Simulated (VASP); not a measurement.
CaO:

```
Ca O
1.0
     0.00000    2.40356    2.40356
     2.40356    0.00000    2.40356
     2.40356    2.40356    0.00000
Ca O
1 1
Direct
  0.00000 0.00000 0.00000
  0.50000 0.50000 0.50000
```

The cell is a database's computed one.

Base run:

```yaml
Program: VASP 6.6.1
Functional: r2SCAN
Potentials_or_basis: VASP PAW PBE potentials, release 64 (Ca_sv, O)
Cutoff: 520 eV
k_mesh: 10 × 10 × 10
Occupations: gaussian, width 0.02 eV
Spin: no spin polarisation
```

Its results: band gap on the k mesh 4.19 eV, indirect (least direct gap 4.56 eV).

**Question.** The run is repeated on the same cell with these changes: functional from r2SCAN to TB-mBJ. What comes out?

**Answer.** Band gap on the k mesh 5.26 eV, indirect (least direct gap 5.57 eV).
